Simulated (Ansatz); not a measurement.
Runs of Ansatz 0.2.0 on ZrB2. It takes space group P6/mmm (No. 191, hexagonal). Conventional cell: a = 3.170 Å, b = 3.170 Å, c = 3.533 Å, α = 90.00°, β = 90.00°, γ = 120.00°. Zr (site symmetry 6/mmm) is surrounded by 12 B at 2.54 Å. B (site symmetry -6m2) is surrounded by 3 B at 1.83 Å. 

```tsv
task	level	potentials or basis	cell	k mesh	cutoff (eV)	points for each segment of the path	gap on the mesh (eV)	pressure (GPa)	V0 of scaled cells (Å³/atom)	B0 (GPa)
band structure	BPBE	Ansatz PAW	as given	10 × 10 × 8	420	14	none	(a)	-	-
equation of state	r2SCAN+rVV10	Ansatz PAW	as given	10 × 10 × 8	500	-	-	-	10.24	(b)
phonons	PBEsol	Ansatz PAW	as given	8 × 8 × 6	420	-	none	-	-	-
equation of state	PBEsol	PseudoDojo PBEsol stringent	as given	10 × 10 × 8	1034	-	-	-	10.09	250
relaxation of cell and atoms	LDA	Ansatz PAW	relaxed	10 × 10 × 8	420	-	none	0.0	-	-
equation of state	revPBE+D3(BJ)	Ansatz PAW	as given	10 × 10 × 8	420	-	-	-	9.90	254
```

Alike in all rows: no spin polarisation; smearing fermi-dirac 0.05 eV.

**Question.** Estimate the missing entries.

**Answer.** (a) 1.2; (b) 246.

Caveats: the PAW data sets come from PBE, with cores solved anew for the run's functional, which leaves a small shift of forces and pressure (some runs); the cell was scaled at fixed shape and fractional positions, which overstates the stiffness of a crystal with free parameters, most of all of layers and chains (some runs); the PAW data sets were made with another functional, which shifts forces and pressure a little (some runs); the plane-wave basis is chosen anew once the cell has moved, so the energies of steps on either side of that aren't comparable (some runs); the potentials were made for another functional, which shifts forces and pressure (some runs).

A k mesh can miss the band edges, and the runs leave out spin-orbit coupling on Zr.

A gap of «none» marks a metal or a gap under the smearing width.

Runs at the PBE level aren't shown here.
